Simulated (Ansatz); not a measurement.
# Structure optimisation: gallium, beta-Ga

All numbers below come from Ansatz, DFT, RPBE, plane waves (420 eV) with PAW, scalar-relativistic. The PAW files were generated under PBE, with cores re-solved for the functional.

k-point mesh 12×12×10, Fermi-Dirac smearing 0.1 eV, no spin polarisation. Cell and atoms relax.

Starting structure:

```yaml
crystal:
  lattice:
    - [1.383, -4.0265, 0.0]
    - [1.383, 4.0265, 0.0]
    - [-0.11745, 0.0, 3.32993]
  atoms:
    - { symbol: Ga, position: [0.869, 0.131, 0.25] }
    - { symbol: Ga, position: [0.131, 0.869, 0.75] }
hamiltonian:
  xc: rpbe
  pseudopotentials:
    kind: paw
    azcp:
      Ga: "pseudopotentials/Ga.paw.azcp"
basis:
  ecutwfc: 420
  fft_grid_basis: typed
kpoints:
  mp_grid: { grid: [12, 12, 10], shift: [0, 0, 0] }
magnetization:
  spin_polarized: false
scf:
  occupations: { method: fermi_dirac, width: 0.1 }
relax:
  max_steps: 60
  f_tol: 0.01
  cell: {}
```

Problem. The pressure at the start is 3.8 GPa. By how much does the volume change?

Solution. From 18.54 to 19.91 Å³ per atom, 7.4 %. The final cell has a = 2.821 Å, b = 8.592 Å, c = 3.286 Å.

The cell has left the beta-Ga structure type; it ends in Cmcm.

Problem. How much energy does the relaxation gain?

Solution. 20.0 meV per atom.

Path of the relaxation (the plane waves are chosen anew near the end, which can shift the energy a little):

```tsv
step	E − E(final) (meV/atom)	V (Å³/atom)	P (GPa)	max force (eV/Å)
0	20.05	18.543	3.79	0.190
1	3.30	19.804	0.41	0.076
2	2.29	19.950	0.08	0.003
3	1.95	20.019	-0.08	0.014
4	1.77	19.973	0.00	0.000
5	1.72	19.968	0.01	0.004
6	1.69	19.962	0.01	0.000
7	1.14	19.894	0.07	0.019
8	1.01	19.862	0.10	0.047
9	0.83	19.901	0.05	0.002
10	0.50	19.907	0.01	0.010
11	0.48	19.913	0.00	0.000
12	0.00	19.913	0.00	0.000
```
